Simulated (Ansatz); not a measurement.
Crystal: ScAl3.

```
Sc Al
1.0
     4.08781    0.00000    0.00000
     0.00000    4.08781    0.00000
     0.00000    0.00000    4.08781
Sc Al
1 3
Direct
  0.00000 0.00000 0.00000
  0.50000 0.50000 0.00000
  0.00000 0.50000 0.50000
  0.50000 0.00000 0.50000
```

The cell is a database's computed one.

Base run:

```yaml
Program: Ansatz 0.2.0
Functional: PBE
Potentials_or_basis: Ansatz PAW
Cutoff: "420 eV (not typed: the program's choice for these potentials)"
k_mesh: 7 × 7 × 7
Occupations: fermi-dirac, width 0.05 eV
Spin: no spin polarisation
```

Its results: band gap on the k mesh none (metal or under the smearing width); pressure 1.1 GPa.

Problem. The run is repeated on the same cell with these changes: functional from PBE to LDA. What comes out?

Solution. Band gap on the k mesh none (metal or under the smearing width); pressure -3.7 GPa.

LDA binds more tightly than PBE, so the same cell stands under less pressure.

Caveats: the PAW data sets come from PBE, with cores solved anew for the run's functional, which leaves a small shift of forces and pressure (some runs).
